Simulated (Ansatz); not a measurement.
SnO (Pmn2_1), a sublattice moved along a line

Computed with DFT r2SCAN, scalar-relativistic, plane waves, PAW in Ansatz. The runs took a 500 eV cutoff, a Γ-centred 8×6×6 mesh and Gaussian smearing (0.05 eV). No spin polarisation. Energies are free energies at this smearing, counted from the undisturbed cell; pressure is positive in compression.

Zero of the scan (as given, not relaxed at this level; it stands at -3.1 GPa; this form isn't the usual structure):

```
Sn O
1.0
     3.35500    0.00000    0.00000
     0.00000    5.67410    0.00000
     0.00000    0.00000    4.22197
Sn O
2 2
Direct
  0.00000 0.23191 0.51314
  0.50000 0.76809 0.01314
  0.00000 0.89125 0.73686
  0.50000 0.10875 0.23686
```

The cell holds layers and no dispersion correction was added, so their binding is poorly described.

Every Sn atom is moved by x along the Cartesian unit vector (0.577, 0.577, 0.577); the cell and all other atoms stay fixed.

Over the sampled range (-0.5000 to 0.5000), is the undisturbed cell the lowest point?

Yes, every other sampled point lies higher.

Which end lies higher in energy, -0.5000 or +0.5000?

-0.5000: 2449.3 against 1651.1.

Does the gap on the k-mesh survive along the scan?

It is 1.71 eV in the undisturbed cell and stays between 0.54 and 1.71 eV.

The scan:

```tsv
x (Å)	ΔE (meV/cell)
-0.5000	2449.3
-0.3750	1147.3
-0.2500	425.5
-0.1250	80.9
0.0000	0.0
0.1250	126.1
0.2500	438.8
0.3750	941.1
0.5000	1651.1
```